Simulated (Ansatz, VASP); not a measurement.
**GaAs in VASP and in Ansatz**

```xyz
2
Lattice="0.0000 2.8268 2.8268 2.8268 0.0000 2.8268 2.8268 2.8268 0.0000" Properties=species:S:1:pos:R:3 pbc="T T T"
As    4.2403    4.2403    4.2403
Ga    0.0000    0.0000    0.0000
```

Alike in both runs: task relaxation of cell and atoms; functional PBE; k mesh 8 × 8 × 8; occupations fermi-dirac, width 0.05 eV; no spin polarisation.

```csv
,VASP,Ansatz
version,VASP 6.6.1,Ansatz 0.2.0
potentials or method,"VASP PAW PBE potentials, release 64 (As, Ga)",Ansatz PAW
plane-wave cutoff (eV),580,420
valence electrons in the cell,8,28
```

VASP gave:

| Quantity | Value |
| --- | --- |
| gap on the k mesh at the Fermi level, each at its own relaxed structure (eV) | 0.15 |
| relaxed volume (Å³/atom) | 23.91 |
| relaxed cell length with the largest relative difference (Å) | 4.074 |
| energy change over the relaxation (meV/atom) | -16 |

Task: Which values does Ansatz return?

Result: gap on the k mesh at the Fermi level, each at its own relaxed structure (eV): 0.16; relaxed volume (Å³/atom): 23.71; relaxed cell length with the largest relative difference (Å): 4.063; energy change over the relaxation (meV/atom): -11.

The two sets of potentials don't hold the same shells in valence.

Caveats: the plane-wave basis is chosen anew once the cell has moved, so the energies of steps on either side of that aren't comparable (Ansatz). As with any semilocal functional, this PBE gap is likely too small. PBE usually gives volumes a little too large and moduli too small. Zero-point motion and thermal expansion aren't in these numbers.
